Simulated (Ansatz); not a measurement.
```
K F
1.0
     0.00000    2.63000    2.63000
     2.63000    0.00000    2.63000
     2.63000    2.63000    0.00000
K F
1 1
Direct
  0.00000 0.00000 0.00000
  0.50000 0.50000 0.50000
```

```yaml
orbitals: PBE
datasets: all-electron datasets in plane waves (scalar-relativistic, Gaussian nuclei)
k_mesh: 4×4×4
empty_bands: 234
response_cutoff: 200 eV
wave_cutoff: 3300 eV
frequencies: contour deformation
q_→_0_term: analytic weight of Carrier, Rohra and Görling
band_sums: cut at the band count
```

Program: Ansatz. The Kohn-Sham gap (direct at Γ) is 6.43 eV.

What G0W0 gap follows between the same band edges?

10.04 eV, a change of +3.61 eV. The valence edge moves by -2.58 eV (Z = 0.79) and the conduction edge by +1.03 eV (Z = 0.89).

The cell is a model at fixed atoms and needn't be the relaxed known crystal. The mesh is coarse, so these are values at the stated settings, not converged ones. Band sums or response are cut, so the gap isn't at its basis limit.
